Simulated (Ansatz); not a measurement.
Cubic perovskite CsPbI3 (cubic high-temperature phase), treated with LDA+SOC (Ansatz, a quantum-chemistry and plane-wave program, PAW).

Numerical settings: plane-wave cutoff 520 eV, 6×6×6 k mesh, Fermi–Dirac smearing 0.01 eV, PAW data made under PBE.

Cell (measured lattice):

```xyz
5
Lattice="6.2890 0.0000 0.0000 0.0000 6.2890 0.0000 0.0000 0.0000 6.2890" Properties=species:S:1:pos:R:3 pbc="T T T"
Cs     0.0000     0.0000     0.0000
Pb     3.1445     3.1445     3.1445
I      3.1445     0.0000     3.1445
I      0.0000     3.1445     3.1445
I      3.1445     3.1445     0.0000
```

**Question.** What does this level give for the band gap and direct gap at Γ?

**Answer.** 
- band gap: 0.03 eV (direct)
- direct gap at Γ: 3.63 eV

Note: held by symmetry at 0 K, a high-temperature phase can be a saddle point; cell and atoms aren't relaxed at this level (pressure -1.3 GPa).

Computing time: roughly 8 core-minutes.
